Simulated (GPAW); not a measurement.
Runs of GPAW 26.7.0 on Cu3Au (Auricupride). Symmetry: Pm-3m, No. 221, cubic system. The conventional cell has a = 3.740 Å, b = 3.740 Å, c = 3.740 Å, α = 90.00°, β = 90.00°, γ = 90.00°. Au (site symmetry m-3m) has 12 Cu at 2.64 Å as nearest neighbours. Cu (site symmetry 4/mmm) is surrounded by 4 Au at 2.64 Å and 8 Cu at 2.64 Å. 

| level | potentials or basis | fmax | max steps | eigensolver | gap on the mesh (eV) | pressure (GPa) | relaxed volume (Å³/atom) |
| --- | --- | --- | --- | --- | --- | --- | --- |
| RPBE+D4 | the program's PAW data sets (release 1.2.1) made for this functional, pw | 0.01 eV/Å | 100 | - | none | 0.0 | 13.00 |
| BLYP+D4 | PAW data sets generated in the run's folder for this functional, pw | 0.02 eV/Å | 100 | davidson | none | 0.0 | 13.27 |
| BLYP+D3(BJ) | PAW data sets generated in the run's folder for this functional, pw | 0.01 eV/Å | 40 | davidson | none | 0.0 | (a) |
| revPBE+D4 | the program's PAW data sets (release 1.2.1) made for this functional, pw | 0.05 eV/Å | 40 | - | none | 0.0 | 13.00 |
| revPBE+D3(BJ) | the program's PAW data sets (release 1.2.1) made for this functional, pw | 0.02 eV/Å | 40 | - | none | 0.2 | 12.71 |

Alike in all rows: task relaxation of cell and atoms; no spin polarisation; cell relaxed; k mesh 7 × 7 × 7; cutoff (eV) 600; smearing fermi-dirac 0.05 eV.

Problem. Estimate the missing entries.

Solution. (a) 12.90.

Caveats: with these Cu and Au data sets, volumes or pressures lay over 1.5 % or 2 GPa off other programs in two to four cells of ten; later steps reuse the first step's grids; pairwise dispersion overbinds metals, which lowers pressure and volume.

A k mesh can miss the band edges, and the runs leave out spin-orbit coupling on Au.

A gap of «none» marks a metal or a gap under the smearing width.
